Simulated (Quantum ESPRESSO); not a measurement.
# HfN in Quantum ESPRESSO: the effect of functional

Crystal: HfN.

```xyz
2
Lattice="0.0000 2.2560 2.2560 2.2560 0.0000 2.2560 2.2560 2.2560 0.0000" Properties=species:S:1:pos:R:3 pbc="T T T"
Hf    0.0000    0.0000    0.0000
N     2.2560    2.2560    2.2560
```

Alike in all runs:

| Item | Value |
| --- | --- |
| Program | Quantum ESPRESSO 7.5 |
| Task | phonons |
| Cutoff | 1143 eV |
| Density cutoff | 4572 eV |
| k mesh | 8 × 8 × 8 |
| Occupations | cold, width 0.2 eV |
| Spin | no spin polarisation |

Each run relaxes the cell or the atoms first.

```tsv
functional	potentials or basis	relaxed volume (Å³/atom)	highest phonon frequency (cm⁻¹)
LDA	PseudoDojo 0.4.1 SR LDA standard	?	?
PBE	PseudoDojo 0.4.1 SR PBE standard	11.74	481
PBEsol	PseudoDojo 0.4.1 SR PBEsol standard	11.38	503
AM05	PseudoDojo 0.4.1 SR PBE standard	11.40	500
BLYP	PseudoDojo 0.4.1 SR PBE standard	12.10	458
PW91	PseudoDojo 0.4.1 SR PBE standard	11.73	485
vdW-DF-cx	PseudoDojo 0.4.1 SR PBE standard	11.47	505
```

Problem. What does the run with functional LDA give?

Solution. Relaxed volume 11.00 Å³/atom; highest phonon frequency 526 cm⁻¹.

Caveats: the mesh is thin for the phonons of a metal; the potentials were made for another functional, which shifts forces and pressure (some runs); before the sum rule the acoustic modes lie tens of cm⁻¹ from zero, a sign that the density grid also shifts the optical modes (some runs).
